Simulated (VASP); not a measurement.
# Settings for Pd: energy at fixed spin moment

Pd, Fm-3m (no. 225), 1 atom in the cell. PBE, fixed spin moment; PAW potentials Pd (PBE set). VASP 6.6.1.

Wanted: energies at fixed moments within 2 meV/atom; moment left free within 0.03 muB per cell.

POSCAR:
```
Pd
1.0
    0.0000000000      1.9465000000      1.9465000000
    1.9465000000      0.0000000000      1.9465000000
    1.9465000000      1.9465000000      0.0000000000
Pd
1
Direct
    0.0000000000      0.0000000000      0.0000000000
```

The series start from Electronic algorithm: Normal; Cutoff (eV): 400; Smearing: MP 0.1; k-point spacing (1/Å): 0.24. Each series keeps the choices made before it, and each single choice may use up half of a tolerance. Times cover all steps of a run.

## Electronic algorithm

| Electronic algorithm | Energies at fixed moments, largest deviation (meV/atom) | Moment left free (muB per cell) | Time (s) |
|---|---|---|---|
| Normal | 0.0 | 0.271 | 29 |
| Fast | 0.0 | 0.270 | 33 |

Chosen: Normal; no other choice that stays within half of the tolerance saves 30 % of the time.

## Cutoff (eV)

| Cutoff (eV) | Energies at fixed moments, largest deviation (meV/atom) | Moment left free (muB per cell) | Time (s) |
|---|---|---|---|
| 300 | 1.8 | 0.271 | 26 |
| 350 | 0.7 | 0.270 | 35 |
| 400 | 0.1 | 0.271 | 29 |
| 450 | 0.1 | 0.271 | 40 |
| 520 | 0.0 | 0.271 | 39 |
| 600 (reference) | 0.0 | 0.271 | 39 |

Chosen: 350, the loosest value from which every tighter one stays within half of the tolerance.

## Smearing

| Smearing | Energies at fixed moments, largest deviation (meV/atom) | Moment left free (muB per cell) | Time (s) |
|---|---|---|---|
| MP 0.2 | 15.3 | 0.239 | 34 |
| MP 0.1 | 14.9 | 0.270 | 35 |
| MP 0.05 | crashed | crashed | 85 |
| tetrahedron (reference) | 0.0 | 0.255 | 38 |

Chosen: tetrahedron; the next looser run gave no result to compare.

VASP's message at the runs that stop: internal error in RAD_INT: RHOPS /= RHOAE If you are not a developer, you should not encounter this problem. Please submit a bug report.

## k-point spacing (1/Å)

| k-point spacing (1/Å) | Energies at fixed moments, largest deviation (meV/atom) | Moment left free (muB per cell) | Time (s) |
|---|---|---|---|
| 0.4 | 28.5 | 0.338 | 22 |
| 0.3 | 4.4 | 0.192 | 37 |
| 0.24 | 4.5 | 0.255 | 38 |
| 0.19 | 2.3 | 0.251 | 53 |
| 0.15 | 2.2 | 0.260 | 83 |
| 0.12 (reference) | 0.0 | 0.262 | 160 |

Chosen: 0.12; the next looser run is off by more than half of the tolerance, so convergence isn't shown beyond this value.

## All choices together

| Input | Energies at fixed moments, largest deviation (meV/atom) | Moment left free (muB per cell) | Time (s) |
|---|---|---|---|
| default cutoff, precision and threshold on a coarse mesh (naive) | 93.6 | 0.188 | 6.5 |
| chosen settings | 0.7 | 0.262 | 160 |
| reference settings throughout | 0.0 | 0.261 | 167 |

The chosen settings stay within the tolerance of the reference run, but the reference itself isn't shown to be converged in: k-point spacing (1/Å).

Values of the reference run: Energies at fixed moments: 0, -0.777, 0.865, 43.42, 181.6, 414.3 meV/atom, against the smallest moment.

## The input

INCAR.step1:
```
SYSTEM = Pd
PREC = Accurate
ENCUT = 350
EDIFF = 1E-7
NELM = 200
ALGO = Normal
ISMEAR = -5
SIGMA = 0.05
LREAL = .FALSE.
LASPH = .TRUE.
LMAXMIX = 4
LORBIT = 11
LWAVE = .FALSE.
LCHARG = .FALSE.
GGA = PE
ISPIN = 2
ISIF = 2
NUPDOWN = 0.0
MAGMOM = 0
```

INCAR.step2, as INCAR.step1 but for:
```
- NUPDOWN = 0.0
- MAGMOM = 0
+ NUPDOWN = 0.21
+ MAGMOM = 0.208
```

INCAR.step3 to INCAR.step6 change the same tags again: MAGMOM = 0.416, 0.624, 0.832, 1.04; NUPDOWN = 0.42, 0.62, 0.83, 1.04.

INCAR.step7, as INCAR.step6 but for:
```
- NUPDOWN = 1.04
```

KPOINTS:
```
Automatic mesh
0
Gamma
  24 24 24
  0 0 0
```

Commands (each step's output is kept before the next begins):
```
cat potpaw_PBE.64/Pd/POTCAR > POTCAR
cp INCAR.step1 INCAR
mpirun -np 4 vasp_std > vasp.out
rm WAVECAR CHG
cp INCAR.step2 INCAR
mpirun -np 4 vasp_std > vasp.out
rm WAVECAR CHG
cp INCAR.step3 INCAR
mpirun -np 4 vasp_std > vasp.out
rm WAVECAR CHG
cp INCAR.step4 INCAR
mpirun -np 4 vasp_std > vasp.out
rm WAVECAR CHG
cp INCAR.step5 INCAR
mpirun -np 4 vasp_std > vasp.out
rm WAVECAR CHG
cp INCAR.step6 INCAR
mpirun -np 4 vasp_std > vasp.out
rm WAVECAR CHG
cp INCAR.step7 INCAR
mpirun -np 4 vasp_std > vasp.out
```

The chosen input took VASP 6.6.1 160 s on 4 cores (Intel Xeon 6975P-C (Granite Rapids)), a shared host.

## An input that fails: moment fixed beyond the electrons at hand

It ran out of time.

Changes against the starting input:
```
(step 2)
- NELM = 200
- NUPDOWN = 0.21
+ NELM = 50
+ NUPDOWN = 40
```
